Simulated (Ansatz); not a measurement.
(010) slab cut from the bulk of TiAl₂, 15 Å of vacuum:

```
CELL_PARAMETERS angstrom
3.90067 0.00000 0.00000
0.00000 3.97242 0.00000
0.00000 0.00000 25.16970
ATOMIC_POSITIONS crystal
Al 0.50000 0.00000 0.29798
Al 0.00000 0.50000 0.29798
Ti 0.00000 0.00000 0.37278
Al 0.50000 0.50000 0.38077
Al 0.00000 0.50000 0.45461
Ti 0.50000 0.00000 0.46260
Al 0.00000 0.00000 0.53740
Al 0.50000 0.50000 0.53740
Ti 0.50000 0.00000 0.61221
Al 0.00000 0.50000 0.62020
Al 0.50000 0.50000 0.69403
Ti 0.00000 0.00000 0.70202
```

All numbers below come from DFT PBEsol, scalar-relativistic, plane waves, PAW (Ansatz 0.2.0). Settings: cutoff 420 eV, Γ-centred mesh 9×9×1 on the computed 12-atom cell, Gaussian smearing of 0.10 eV; no spin polarisation. The cell repeats along c with a dipole correction in the vacuum.

This base run converges in 7 iterations with a largest force of 0.794 eV/Å and a work function of 3.95 eV on the top face.

One setting at a time is then changed, some of them on purpose to poor values; changes count from the base run, energies are extrapolated to zero smearing, γ keeps the base's bulk energy, atoms stay where they are, and risky runs are capped at 50 to 100 iterations.

Task: What happens with the slab thickened to 18 atoms (same faces, atoms at the bulk's places)?

Result: It converges in 7 iterations; ΔE (meV/atom) -102.3, Δγ (J/m²) +0.007, Δφ top (eV) +0.01, largest force (eV/Å) 0.786.

Task: What happens with field of 0.1 V/Å along c?

Result: It converges in 10 iterations; ΔE (meV/atom) -0.8, largest force (eV/Å) 0.782, largest change of a force (eV/Å) 0.011.

Task: What happens with occupations gaussian 0.5 eV?

Result: It converges in 7 iterations; ΔE (meV/atom) +2.2, Δγ (J/m²) +0.014, Δφ top (eV) +0.01, largest force (eV/Å) 0.712, largest change of a force (eV/Å) 0.082.

Task: What happens with field of -0.3 V/Å along c?

Result: It converges in 10 iterations; ΔE (meV/atom) -3.4, largest force (eV/Å) 0.823, largest change of a force (eV/Å) 0.029.

Task: What happens with occupations methfessel-paxton 0.2 eV?

Result: It converges in 7 iterations; ΔE (meV/atom) 0.0, Δγ (J/m²) 0.000, Δφ top (eV) 0.00, largest force (eV/Å) 0.799, largest change of a force (eV/Å) 0.012.

Cost: 9 runs of about 6.8 core-minutes in all, on Intel Xeon Platinum 8488C (Sapphire Rapids) (shared hosts).